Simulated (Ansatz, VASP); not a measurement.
# Cross-check of BN between VASP and Ansatz, part 2 of 2

One calculation is typed for both programs; each brings its own data sets and cutoff. How far apart do they land? The cell is taken from a series of runs on this material, whose earlier steps may have relaxed, scaled, displaced or heated it; both programs get it as it stands.

VASP 6.6.1 and Ansatz 0.2.0.

So far: Starting point; Ansatz: single point, PBEsol; VASP: single point, PBEsol.

### Step 3. VASP: single point, PBEsol (continued)

Level of this step: PBEsol; plane waves and PAW (N, B) (VASP).

Numbers of over 12 decimals in the logs are rounded to 6 here.

OUTCAR, selected parts (step 3):

```text
ion  position               nearest neighbor table
   1  0.333  0.667  0.589-   3 1.44   3 1.44   3 1.44
   2  0.667  0.333  0.411-   4 1.44   4 1.44   4 1.44
   3  0.667  0.333  0.589-   1 1.44   1 1.44   1 1.44
   4  0.333  0.667  0.411-   2 1.44   2 1.44   2 1.44

  LATTYP: Found a hexagonal cell.
 ALAT       =     2.4982400001
 C/A-ratio  =     7.3323019403

 Subroutine GETGRP returns: Found 12 space group operations
 (whereof 12 operations were pure point group operations)

The static configuration has the point symmetry D_3d.

 Found     19 irreducible k-points:

   k-points           NKPTS =     19   k-points in BZ     NKDIM =     19   number of bands    NBANDS=     14

   dimension x,y,z NGX =    20 NGY =   20 NGZ =  140
   dimension x,y,z NGXF=    40 NGYF=   40 NGZF=  280

   ENCUT  =  520.0 eV  38.22 Ry    6.18 a.u.   4.65  4.65 34.06*2*pi/ulx,y,z

   NELECT =      16.0000    total number of electrons

 k-points in reciprocal lattice and weights: Automatic mesh
   0.00000000  0.00000000  0.00000000       0.007
   0.08333333 -0.00000000  0.00000000       0.042
   0.16666667  0.00000000  0.00000000       0.042
   0.25000000 -0.00000000  0.00000000       0.042
   0.33333333 -0.00000000  0.00000000       0.042
   0.41666667 -0.00000000  0.00000000       0.042
   0.50000000 -0.00000000  0.00000000       0.021
   0.08333333  0.08333333  0.00000000       0.042
   0.16666667  0.08333333  0.00000000       0.083
[...]
0.33333333  0.25000000  0.00000000       0.083
   0.33333333  0.33333333  0.00000000       0.014

 average (electrostatic) potential at core
       1 -70.0787       2 -70.0787       3 -34.1760       4 -34.1760

 E-fermi :  -2.5030

 k-point     1 :       0.0000    0.0000    0.0000
  band No.  band energies     occupation
    ...
      4      -7.7073      2.00000
      5      -4.2577      2.00000
      6      -4.2577      2.00000
      7      -4.2362      2.00000
      8      -4.2362      2.00000
      9       1.9343      0.00000
     10       2.5353      0.00000
     11       3.2547      0.00000
     12       4.7230      0.00000
     13       4.7850      0.00000
    ...

 k-point     2 :       0.0833   -0.0000    0.0000
  band No.  band energies     occupation
    ...
      4      -7.5320      2.00000
      5      -4.8187      2.00000
      6      -4.7999      2.00000
      7      -4.5216      2.00000
      8      -4.4977      2.00000
      9       2.1679      0.00000
     10       2.7506      0.00000
     11       3.4802      0.00000
     12       4.9184      0.00000
     13       4.9988      0.00000
    ...

 k-point     3 :       0.1667    0.0000    0.0000
  band No.  band energies     occupation
    ...
      4      -7.0205      2.00000
      5      -6.2351      2.00000
      6      -6.2167      2.00000
      7      -5.1624      2.00000
      8      -5.1338      2.00000
      9       2.8305      0.00000
     10       3.3773      0.00000
     11       4.1392      0.00000
     12       5.4008      0.00000
     13       5.6020      0.00000
    ...

  energy-cutoff  :      520.00
  volume of cell :       99.01
      direct lattice vectors                 reciprocal lattice vectors
     2.498240000  0.000000000  0.000000000     0.400281798  0.231102804  0.000000000
    -1.249120000  2.163539305  0.000000000     0.000000000  0.462205608  0.000000000
     0.000000000  0.000000000 18.317850000     0.000000000  0.000000000  0.054591560

 POSITION                                       TOTAL-FORCE (eV/Angst)
 -----------------------------------------------------------------------------------
     -0.00000      1.44236     10.79833        -0.000000     -0.000000      0.007468
      1.24912      0.72118      7.51952        -0.000000      0.000000     -0.007468
      1.24912      0.72118     10.79448        -0.000000     -0.000000      0.036629
     -0.00000      1.44236      7.52337         0.000000      0.000000     -0.036629
 -----------------------------------------------------------------------------------
    total drift:                                0.000000     -0.000000     -0.000000

  FREE ENERGIE OF THE ION-ELECTRON SYSTEM (eV)
  ---------------------------------------------------
  free  energy   TOTEN  =       -36.5442241754 eV

  energy  without entropy=      -36.5442241754  energy(sigma->0) =      -36.54422418

 total charge
# of ion       s       p       d       tot
------------------------------------------
    1        1.221   2.794   0.000   4.015
    2        1.221   2.794   0.000   4.015
    3        0.746   1.437   0.000   2.183
    4        0.746   1.437   0.000   2.183
--------------------------------------------------
tot          3.934   8.461   0.000  12.395

[... 3 further parts left out ...]
```

### Step 4. Differences

Known differences besides the potentials themselves: the cutoff is 420 eV in Ansatz and 520 eV in VASP; Ansatz makes its cores anew for this functional, VASP keeps those of its PBE data sets; VASP leaves aspherical gradient terms in its spheres out (LASPH is not set), Ansatz keeps them. Total energies have different zeros and are not compared.

Both answers:

| quantity | Ansatz | VASP | difference |
| --- | --- | --- | --- |
| gap on the k mesh (eV) | 4.420 | 4.397 | +0.023 |

A gap on the mesh is an upper bound, since the band edges may lie between its points.

### Step 5. Ansatz: relaxation, PBEsol with D3(BJ)

This run makes the geometry at which the two programs are then compared.

The structure compared here is the end of the Ansatz relaxation.

input.yaml

```yaml
crystal:
  lattice:
    - [2.49824, 0.0, 0.0]
    - [-1.24912, 2.163539305, 0.0]
    - [0.0, 0.0, 18.31785]
  atoms:
    - { symbol: "N", position: [0.333333333, 0.666666667, 0.590563303] }
    - { symbol: B, position: [0.666666667, 0.333333333, 0.590563303] }
    - { symbol: "N", position: [0.666666667, 0.333333333, 0.409436697] }
    - { symbol: B, position: [0.333333333, 0.666666667, 0.409436697] }
kpoints:
  mp_grid: { grid: [12, 12, 1] }
scf:
  occupations: { method: fermi_dirac, width: 0.02 }
  n_extra_bands: 8
hamiltonian:
  xc: pbesol
  pseudopotentials: { kind: paw }
  dispersion: d3bj
output:
  forces: true
  write_potential: true
  volumetric_format: []
relax:
  f_tol: 0.03
  max_steps: 45
```

On the command line:

```console
$ ansatz run input.yaml --threads 4 --pin off --max-ram 11264MiB --backend cpu --events-out ev --progress --plain --runs-dir out
```

What it wrote:

```text
[...]
Crystal: 4 atoms, lattice volume = 99.009 Å³
Basis set: ecut = 420 eV, 1903 PW (Γ), exchange–correlation on 36×36×250 points (8 copies of the dense FFT grid, shifted against one another)
Bands: 16, of which v1, the nominal top of the filled ones, is band 8 counted from 1 (7 counted from 0)
Symmetry: 12 space group operations
[...]
k-points: 19 of 144
[...]
k-point 18: bands = [... 4 lower, -9.2047, -9.2047, -2.0906, -2.0906, 2.6278, 2.6278, 9.1433, 11.1929, ... 4 higher]
--- Relaxed structure (3 steps of the walk, 2 accepted, 0 SCFs on fresh bases) ---
  F+E_penalty+E_count = -1067.82190947 eV   max|allowed force component| = 1.311e-2 eV/Å
  atoms:
    - { symbol: N, position: [0.333333, 0.666667, 0.589498] }
    - { symbol: B, position: [0.666667, 0.333333, 0.589288] }
    - { symbol: N, position: [0.666667, 0.333333, 0.410502] }
    - { symbol: B, position: [0.333333, 0.666667, 0.410712] }
[key lines of the parts left out:]
SCF converged after 6 iterations
Free energy (F): -1067.821909 eV
Fermi energy:    0.122330 eV
```

### Step 6. VASP: single point, PBEsol with D3(BJ)

The same cell, functional, mesh and smearing now go to VASP, with its own data sets and cutoff.

INCAR

```
SYSTEM = BN
PREC = Accurate
ENCUT = 520
EDIFF = 1E-06
NELM = 100
ISMEAR = -1
SIGMA = 0.02
LREAL = .FALSE.
ALGO = Normal
GGA = PS
IVDW = 12
NBANDS = 14
LORBIT = 11
LWAVE = .FALSE.
LCHARG = .FALSE.
KPAR = 2
ISIF = 0
```

POSCAR

```
BN
1.0
    2.4982400001      0.0000000000      0.0000000000
   -1.2491200001      2.1635393049      0.0000000000
    0.0000000000      0.0000000000     18.3178500000
N B
2 2
Direct
    0.3333333333      0.6666666667      0.5894978273
    0.6666666667      0.3333333333      0.4105021727
    0.6666666667      0.3333333333      0.5892876734
    0.3333333333      0.6666666667      0.4107123266
```

KPOINTS

```
Automatic mesh
0
Gamma
12 12 1
0 0 0
```

Potentials, in the order of the species: N and B (PBE family, release 64).

On the command line:

```console
$ mpirun -np 2 vasp_std
```

What it wrote:

```text
[banner, memory and clock lines left out]
running    2 mpi-ranks, on    1 nodes
[...]
[... a notice as in an earlier step ...]

 LDA part: xc-table for (Slater+PW92), standard interpolation
 POSCAR, INCAR and KPOINTS ok, starting setup
[...]
entering main loop
       N       E                     dE             d eps       ncg     rms          rms(c)
[... 20 cycles as in an earlier step ...]
   1 F= -.36823725E+02 E0= -.36823725E+02  d E =-.794381E-12
```

Parts of OUTCAR (step 6):

```text
 Edisp (eV)   -0.27950

 POSITION                                       TOTAL-FORCE (eV/Angst)
 -----------------------------------------------------------------------------------
     -0.00000      1.44236     10.79833         0.000000      0.000000     -0.012094
      1.24912      0.72118      7.51952         0.000000      0.000000      0.012094
      1.24912      0.72118     10.79448         0.000000     -0.000000      0.011624
     -0.00000      1.44236      7.52337        -0.000000      0.000000     -0.011624
 -----------------------------------------------------------------------------------
    total drift:                                0.000000     -0.000000     -0.000000

  FREE ENERGIE OF THE ION-ELECTRON SYSTEM (eV)
  ---------------------------------------------------
  free  energy   TOTEN  =       -36.8237245145 eV

  energy  without entropy=      -36.8237245145  energy(sigma->0) =      -36.82372451

[... 2 parts as in an earlier step ...]

[... 1 further part left out ...]
[key lines of the parts left out:]
E-fermi :  -2.5030
```

### Step 7. Side by side

Both answers:

| quantity | Ansatz | VASP | difference |
| --- | --- | --- | --- |
| gap on the k mesh (eV) | 4.420 | 4.397 | +0.023 |

A gap on the mesh is an upper bound, since the band edges may lie between its points.

### Step 8. Outcome

| Quantity | Value |
| --- | --- |
| difference in gap on the k mesh (single point, PBEsol) | 0.023 eV |
| difference in gap on the k mesh (single point, PBEsol with D3(BJ)) | 0.023 eV |

In words: The difference in gap on the k mesh is 0.023 eV (single point, PBEsol with D3(BJ)), within the 0.08 eV picked in this series as the mark of a large difference. How closely two codes agree says nothing of how well the functional describes the real material.

[Lines on the potential files, build, host, timing and source positions are cut from VASP's logs without a mark.]

[Logs are printed without paths, hosts, clocks, repeated set-up lines and the standing remarks that a program may print on its own settings, such as how far it seeks lower states.]

[Hosts, paths, dates, database ids (printed as entryN), source tags and the programs' standing remarks are cut or masked in the printed files.]
